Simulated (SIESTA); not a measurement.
# MnO2 in SIESTA: the effect of functional

MnO2:

```xyz
3
Lattice="2.8566 0.0000 0.0000 -1.4283 2.4739 0.0000 0.0000 0.0000 4.6014" Properties=species:S:1:pos:R:3 pbc="T T T"
Mn    0.0000    0.0000    2.3007
O     0.0000    1.6492    3.2499
O     1.4283    0.8246    1.3515
```

Measurements of this composition are mostly on another form, of space group No. 136.

Alike in all runs:

| Quantity | Value |
| --- | --- |
| Program | SIESTA 5.4.2 |
| Task | band structure |
| Basis | DZP (energy shift 0.003 Ry; two zetas on semicore shells) |
| Grid cutoff | 800 Ry |
| Energy shift | 0.003 Ry |
| k mesh | 11 × 11 × 6 |
| Occupations | fermi-dirac, width 0.05 eV |
| Spin | collinear spin, ferromagnetic start |
| Starting moments | [4.0, 0.0, 0.0] μB |

```csv
functional,potentials or basis,gap on the mesh (eV),pressure (GPa),largest force (eV/Å)
PBE,PseudoDojo 0.4 standard (PBE files),0.85,7.5,0.63
LDA,PseudoDojo 0.4 standard (LDA files),0.38,-5.9,0.11
PBEsol,PseudoDojo 0.4 standard (PBEsol files),?,?,?
```

**Question.** What does the run with functional PBEsol give?

**Answer.** gap on the mesh 0.69 eV; pressure 0.5 GPa; largest force 0.25 eV/Å.

Caveats: short orbitals over semicore shells can move pressures by several GPa; the basis of atomic orbitals isn't converged, which shifts pressures, moduli and gaps; a cell with one magnetic atom can't hold antiferromagnetic order, which such compounds often take.

